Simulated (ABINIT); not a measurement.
# Si2W (I4/mmm) in ABINIT: notebook, part 2 of 2

ABINIT 10.8.3 (patched build). Earlier steps stand in the parts before.

## Step 3: Single point, LDA (cell relaxed)

run.abi reads:

```
# Pseudopotentials
pp_dirpath "./"
pseudos "W.upf, Si.upf"

# Structure
acell 3*1.0 Angstrom
rprim
    -1.5920149300     1.5920149300     3.8811438000
     1.5920149300    -1.5920149300     3.8811438000
     1.5920149300     1.5920149300    -3.8811438000
ntypat 2
znucl 74 14
natom 3
typat 1 2 2
xcart
     0.0000000000     0.0000000000     0.0000000000
     0.0000000000     0.0000000000     5.1634432834
     0.0000000000     0.0000000000     2.5988443166 Angstrom
chkprim 0
chksymtnons 0
tolsym 1.0e-6

# Plane-wave basis
ecut 952.398519 eV

# k points
kptopt 1
ngkpt 9 9 9
nshiftk 1
shiftk 0.0 0.0 0.0

# Exchange and correlation
ixc 7

# Bands and occupations
nband 15
occopt 3
tsmear 0.00183747

# SCF cycle
nstep 100
tolvrs 1.0e-10

# Output
iomode 3
prtwf 0
prtden 0
prteig 0
prtebands 0
enunit 2
```

Potentials or basis: PseudoDojo NC SR LDA v0.4.1 standard.

Started as:

```console
mpirun --bind-to none -np 4 abinit run.abi > log 2>&1
```

run.abo:

```text
.Version 10.8.3 of ABINIT
 Symmetries : space group I4/m m m (#139); Bravais tI (body-center tetrag.)
================================================================================
 Values of the parameters that define the memory need of the present run
     intxc =       0    ionmov =       0      iscf =       7    lmnmax =       8
     lnmax =       8     mgfft =      48  mpssoang =       4    mqgrid =    3001
     natom =       3  nloc_mem =       1    nspden =       1   nspinor =       1
    nsppol =       1      nsym =      16    n1xccc =    2501    ntypat =       2
    occopt =       3   xclevel =       1
       mpw =        2656          nfft =      110592          nkpt =          75
================================================================================
================================================================================

--------------------------------------------------------------------------------
------------- Echo of variables that govern the present computation ------------
--------------------------------------------------------------------------------
 -outvars: echo values of preprocessed input variables --------
            acell      1.8897261259E+00  1.8897261259E+00  1.8897261259E+00 Bohr
              amu      1.83850000E+02  2.80855000E+01
          chkprim           0
      chksymtnons           0
             ecut      3.50000000E+01 Hartree
           enunit           2
                       outvar_i_n : Printing only first  50 k-points.
              ixc           7
                       outvar_i_n : Printing only first  50 k-points.
         kptrlatt        9    0    0      0    9    0      0    0    9
          kptrlen      5.41524997E+01
            natom           3
            nband          15
            ngfft          48      48      48
             nkpt          75
            nstep         100
             nsym          16
           ntypat           2
                       prtocc : prtvol=0, do not print more k-points.
           occopt           3
           prtden           0
        prtebands           0
           prteig           0
            prtwf           0
            rprim     -1.5920149300E+00  1.5920149300E+00  3.8811438000E+00
[... 149 lines left out ...]
    2     -0.00000000000000    -0.00000000000000     0.00004975184804
    3      0.00000000000000     0.00000000000000    -0.00004975184804
 frms,max,avg= 2.3453246E-05 4.9751848E-05   0.000E+00  0.000E+00  0.000E+00 e/A
 length scales=  1.889726125908  1.889726125908  1.889726125908 bohr
              =  1.000000000000  1.000000000000  1.000000000000 angstroms
 Fermi (or HOMO) energy (hartree) =   0.52713   Average Vxc (hartree)=  -0.47139
 Eigenvalues (hartree) for nkpt=  75  k points:
 kpt#   1, nband= 15, wtk=  0.00137, kpt=  0.0000  0.0000  0.0000 (reduced coord)
  -2.18163   -0.86885   -0.86715   -0.86715    0.00667    0.27292    0.39443    0.40258
   0.42342    0.42342    0.55305    0.63633    0.63853    0.64666    0.64666
      occupation numbers for kpt#   1
   2.00000    2.00000    2.00000    2.00000    2.00000    2.00000    2.00000    2.00000
   2.00000    2.00000    0.00000    0.00000    0.00000    0.00000    0.00000
 prteigrs : prtvol=0 or 1, do not print more k-points.

 Fermi (or HOMO) energy (eV) =  14.34403   Average Vxc (eV)= -12.82709
 Eigenvalues (   eV  ) for nkpt=  75  k points:
 kpt#   1, nband= 15, wtk=  0.00137, kpt=  0.0000  0.0000  0.0000 (reduced coord)
 -59.36530  -23.64270  -23.59624  -23.59624    0.18141    7.42654   10.73309   10.95483
  11.52180   11.52180   15.04917   17.31533   17.37536   17.59639   17.59641
 prteigrs : prtvol=0 or 1, do not print more k-points.

--- !EnergyTerms
iteration_state     : {dtset: 1, }
comment             : Components of total free energy in Hartree
kinetic             :  2.39257864500736E+01
hartree             :  1.36541599012481E+01
xc                  : -1.98088938247028E+01
Ewald energy        : -6.32068139824233E+01
psp_core            :  2.03954021008604E+00
local_psp           : -5.50473109302967E+01
non_local_psp       :  1.39455924511020E+01
internal            : -8.44979397249129E+01
'-kT*entropy'       : -1.05132680068763E-04
total_energy        : -8.44980448575929E+01
total_energy_eV     : -2.29930893565019E+03
band_energy         : -4.85587863149962E+00
...

 Cartesian components of stress tensor (hartree/bohr^3)
  sigma(1 1)=  1.13328955E-06  sigma(3 2)=  0.00000000E+00
  sigma(2 2)=  1.13328955E-06  sigma(3 1)=  0.00000000E+00
  sigma(3 3)=  1.22995070E-06  sigma(2 1)=  0.00000000E+00

-Cartesian components of stress tensor (GPa)         [Pressure= -3.4290E-02 GPa]
- sigma(1 1)=  3.33425297E-02  sigma(3 2)=  0.00000000E+00
- sigma(2 2)=  3.33425297E-02  sigma(3 1)=  0.00000000E+00
- sigma(3 3)=  3.61863990E-02  sigma(2 1)=  0.00000000E+00

== END DATASET(S) ==============================================================
================================================================================

 -outvars: echo values of variables after computation  --------
            acell      1.8897261259E+00  1.8897261259E+00  1.8897261259E+00 Bohr
           etotal     -8.4498044858E+01
            fcart     -7.0586078938E-23 -7.0586078938E-23 -7.0586078938E-23
                      -9.6908247278E-23 -9.6908247278E-23  9.6751940255E-07
                       1.6749432622E-22  1.6749432622E-22 -9.6751940255E-07
            rprim     -1.5920149300E+00  1.5920149300E+00  3.8811438000E+00
                       1.5920149300E+00 -1.5920149300E+00  3.8811438000E+00
                       1.5920149300E+00  1.5920149300E+00 -3.8811438000E+00
           strten      1.1332895500E-06  1.1332895500E-06  1.2299507034E-06
                       0.0000000000E+00  0.0000000000E+00  0.0000000000E+00
           xangst      0.0000000000E+00  0.0000000000E+00  0.0000000000E+00
                      -9.2335685447E-17  1.1103704983E-17  5.1634432834E+00
                      -5.8093061763E-17  1.7207695319E-17  2.5988443166E+00
             xred      0.0000000000E+00  0.0000000000E+00  0.0000000000E+00
                       6.6519608001E-01  6.6519608001E-01 -2.5512317420E-17
                       3.3480391999E-01  3.3480391999E-01 -1.2840760998E-17
 Calculation completed.
```

Run time: 33 s. Hardware: 4 MPI ranks of Arm Neoverse V2, shared host; peak memory 0.32 GiB.

What came out:

```yaml
Free_energy: -2299.3089 eV
Pressure: 0.0 GPa
Band_gap_on_the_k_mesh: none (metal or under the smearing width)
Valence_electrons_inside_the_program's_atomic_spheres: W 10.30; Si 1.84
```

Levels at points of the mesh, in eV from the Fermi level:
```tsv
k point	band 8	band 9	band 10	band 11	band 12	band 13	band 14	band 15
(0.00, 0.00, 0.00)	-3.39	-2.82	-2.82	0.71	2.97	3.03	3.25	3.25
```
